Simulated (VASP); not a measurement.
Data:

```
ZnTe
1.0
    0.00000     3.03188     3.03188
    3.03188     0.00000     3.03188
    3.03188     3.03188     0.00000
Zn Te
1 1
Direct
  0.00000   0.00000   0.00000
  0.25000   0.25000   0.25000
```

Level of theory: PBEsol GGA, VASP's PBE PAW potentials (set 64) (plane waves; VASP 6.6.1). Run with 400 eV cut-off, 7×7×7 Γ-centred mesh, Gaussian smearing of 0.050 eV, potentials Zn Te.

Unless said otherwise, spin-orbit coupling is left out, though it shifts the bands of the heavy elements here.

Question: Estimate the energy per atom (σ→0), band gap (on the k-mesh) with the smallest direct gap where there is one.

Answer: 
```yaml
band gap (on the k-mesh): 1.25 eV
smallest direct gap (on the k-mesh): 1.25 eV
energy per atom (σ→0): -285.2 kJ/mol of atoms
```

The absolute energy has meaning only against runs of the same code, potentials and settings.

The structure was generated: ZnTe was put into the zinc blende type (F-43m), which need not be its known phase. It was relaxed first. The start is the result of an earlier pass.
